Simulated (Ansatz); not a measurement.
Starting cell, ZrO2 (tetragonal-ZrO2 type, space group P4_2/nmc):

```yaml
crystal:
  lattice:
    - [7.24208, 0.00000, 0.00000]
    - [3.62104, 3.62104, 0.00000]
    - [0.00000, 0.00000, 5.28279]
  atoms:
    - { symbol: Zr, position: [0.00000, 0.00000, 0.00000] }
    - { symbol: Zr, position: [0.50000, 0.00000, 0.00000] }
    - { symbol: Zr, position: [0.00000, 0.50000, 0.50000] }
    - { symbol: Zr, position: [0.50000, 0.50000, 0.50000] }
    - { symbol: O, position: [0.75000, 0.50000, 0.19278] }
    - { symbol: O, position: [0.25000, 0.50000, 0.19278] }
    - { symbol: O, position: [0.75000, 0.50000, 0.69278] }
    - { symbol: O, position: [0.25000, 0.50000, 0.69278] }
    - { symbol: O, position: [0.25000, 0.00000, 0.30722] }
    - { symbol: O, position: [0.75000, 0.00000, 0.30722] }
    - { symbol: O, position: [0.25000, 0.00000, 0.80722] }
    - { symbol: O, position: [0.75000, 0.00000, 0.80722] }
```

A phonon eigenvector at M = (0.5, 0.5, 0.0) is frozen into this cell: atom i moves by Q times the vector below, so Q is the largest atomic displacement, in Å. The cell is held. It is one choice among 2 degenerate patterns. (q is in reciprocal vectors of the primitive cell; the cell shown is doubled to hold the pattern.)

| atom | x | y | z |
|---|---|---|---|
| O5 | 0.000 | -0.472 | 0.000 |
| O6 | 0.000 | 0.472 | 0.000 |
| O7 | 0.000 | 1.000 | 0.000 |
| O8 | 0.000 | -1.000 | 0.000 |
| O9 | 1.000 | 0.000 | 0.000 |
| O10 | -1.000 | 0.000 | 0.000 |
| O11 | -0.472 | 0.000 | 0.000 |
| O12 | 0.472 | 0.000 | 0.000 |

Atoms not listed stay in place.

Level of theory: PBE (plane waves to 420 eV, PAW, scalar-relativistic; Ansatz, a quantum-chemistry and plane-wave program). k mesh 9×9×6 (Γ-centred), Fermi-Dirac smearing 0.05 eV. Energies are smeared free energies. This is a high-temperature form of ZrO2. ZrO2 is run without spin polarisation. ZrO2 was relaxed with its symmetry unable to fall. ΔE is measured from the undisplaced structure.

| Q (Å) | ΔE (meV/cell) |
|---|---|
| -0.180 | 172.5 |
| -0.150 | 114.9 |
| -0.120 | 70.9 |
| -0.090 | 38.8 |
| -0.060 | withheld |
| -0.030 | 4.2 |
| 0.000 | 0.0 |
| 0.030 | 4.2 |
| 0.060 | withheld |
| 0.090 | 38.8 |
| 0.120 | 70.9 |
| 0.150 | 114.9 |
| 0.180 | 172.5 |

Problem. Fit an even polynomial form (powers 2, 4) to the given rows and predict ΔE at Q = 0.060.

Solution. Least squares on the 11 given rows: ΔE = (4608)·Q² + (22090)·Q⁴, in meV/cell with Q in Å; root-mean-square residual 0.03 meV/cell. At 0.060 the fit gives 16.9 meV/cell; the calculation gives 16.9 meV/cell, the same to the digits shown. The quadratic term alone would give 16.6 meV/cell.

(A displaced cell: forces are minus the slopes of the energy, force constants its curvatures, and phonons follow from these.)
